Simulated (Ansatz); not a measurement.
# WS2: the cost of one run

Program: Ansatz 0.2.0. Level of theory: DFT PBE+U (U_eff = 7 eV on W d), plane waves, PAW, no spin–orbit coupling unless a run says so. These are calculated values, not measurements.

1 further run of the same task is left out (it didn't finish). Runs told in other sessions of the task aren't counted.

### 1 Starting point

Symmetry: R-3m, No. 166, trigonal system. The conventional cell has a = 3.688 Å, b = 3.688 Å, c = 16.725 Å, α = 90.00°, β = 90.00°, γ = 120.00°. Around W (site symmetry -3m) lie 6 S at 2.53 Å. Around S (site symmetry 3m) lie 3 W at 2.53 Å.

Structure file:

```
W S
1.0
     1.84394   -1.06460   11.14982
    -1.84394   -1.06460   11.14982
     0.00000   -4.25839   11.14982
W S
2 4
Direct
  0.00000 0.00000 0.00000
  0.00000 0.00000 0.50000
  0.25200 0.25200 0.87400
  0.74800 0.74800 0.62600
  0.25200 0.25200 0.37400
  0.74800 0.74800 0.12600
```

Magnetic order typed: antiferromagnetic, doubled cell 1/2 1/2 1/2.

### 2 From atoms, symmetry kept, no search

The input, input.yaml:

```yaml
crystal:
  lattice:
    - [1.84393583, -1.06459685, 11.14982496]
    - [-1.84393583, -1.06459685, 11.14982496]
    - [0.0, -4.2583874, 11.14982496]
  atoms:
    - { symbol: W, position: [0.0, 0.0, 0.0], spin: 2.0 }
    - { symbol: S, position: [0.252, 0.252, 0.874] }
    - { symbol: S, position: [0.748, 0.748, 0.626] }
    - { symbol: W, position: [0.0, 0.0, 0.5], spin: -2.0 }
    - { symbol: S, position: [0.252, 0.252, 0.374] }
    - { symbol: S, position: [0.748, 0.748, 0.126] }
basis:
  ecutwfc: 420
  ecutrho_ratio: 4
kpoints:
  mp_grid: { grid: [6, 6, 6] }
hamiltonian:
  xc: pbe
  hubbard:
    sites: [{ site: 0, l: d, u_eff: 7.0 }, { site: 3, l: d, u_eff: 7.0 }]
scf:
  occupations: { method: gaussian, width: 0.05 }
  lower_state_search: "off"
  max_iter: 150
output:
  forces: true
  stress: true
  eigenvalues: true
  populations: true
  hubbard: { sites: [{ site: 0, l: d }, { site: 3, l: d }] }
magnetization:
  spin_polarized: true
```

Command:

```
> ansatz run input.yaml --threads 4 --pin off --max-ram 6144MiB --backend cpu --events-out ev --progress --plain --runs-dir out
```

What time and memory should one allow on 4 threads of Arm Neoverse V2, shared host?

About 8 s, with a peak of 1.1 GiB.
